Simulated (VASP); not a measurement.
Set up this calculation in VASP 6.6.1, as the native input.

- Task: relaxation of cell and atoms
- Functional: PBEsol
- Potentials or basis: VASP PAW PBE potentials, release 64 (Nb_sv, Sn_d)
- Cutoff: 600 eV
- k mesh: 8 × 8 × 8
- Occupations: methfessel-paxton, width 0.1 eV
- Spin: no spin polarisation
- Further INCAR settings: ALGO = Normal; EDIFF = 1e-07; IBRION = 2; EDIFFG = -0.005; NSW = 90; ISIF = 3

The structure of Nb3Sn lies in POSCAR:

```
Nb3Sn                                   
1.0
    5.2569992690     -0.0000000000      0.0000000000
   -0.0000000000      5.2569992690     -0.0000000000
    0.0000000000      0.0000000000      5.2569992690
  Nb              Sn            
     6     2
Direct
     0.2500000000000000    0.0000000000000000    0.5000000000000000
     0.5000000000000000    0.7500000000000000    0.0000000000000000
     0.7500000000000000    0.0000000000000000    0.5000000000000000
     0.5000000000000000    0.2500000000000000    0.0000000000000000
     0.0000000000000000    0.5000000000000000    0.7500000000000000
     0.0000000000000000    0.5000000000000000    0.2500000000000000
     0.0000000000000000    0.0000000000000000    0.0000000000000000
     0.5000000000000000    0.5000000000000000    0.5000000000000000
```

The input as run:

INCAR

```
PREC = Accurate ; ENCUT = 600
EDIFF = 1E-7 ; ISMEAR = 1
SIGMA = 0.1 ; LREAL = F
LASPH = T ; NELM = 80
ALGO = Normal ; ISIF = 3
LWAVE = F ; LCHARG = F
GGA = PS ; IBRION = 2
NSW = 90 ; EDIFFG = -0.005
KPAR = 4
```

KPOINTS

```
regular mesh
0
Gamma
  8 8 8
```

Potentials or basis: VASP PAW PBE potentials, release 64 (Nb_sv, Sn_d).

Launch:

```sh
$ cat potpaw_PBE.64/Nb_sv/POTCAR potpaw_PBE.64/Sn_d/POTCAR > POTCAR
$ mpirun -np 4 vasp_std > vasp.out
```

Results of the run:

The pressure after relaxing is 0.0 GPa and the band gap on the k mesh is none (metal or under the smearing width).

Caveat: the relaxation stopped at its first step, so nothing moved; the PAW data sets were made with another functional, which shifts forces and pressure a little.

It took 89 s on 4 MPI ranks on AMD EPYC 9R45 96-Core Processor (Zen 5), on a shared host, peak memory 0.43 GiB a rank.
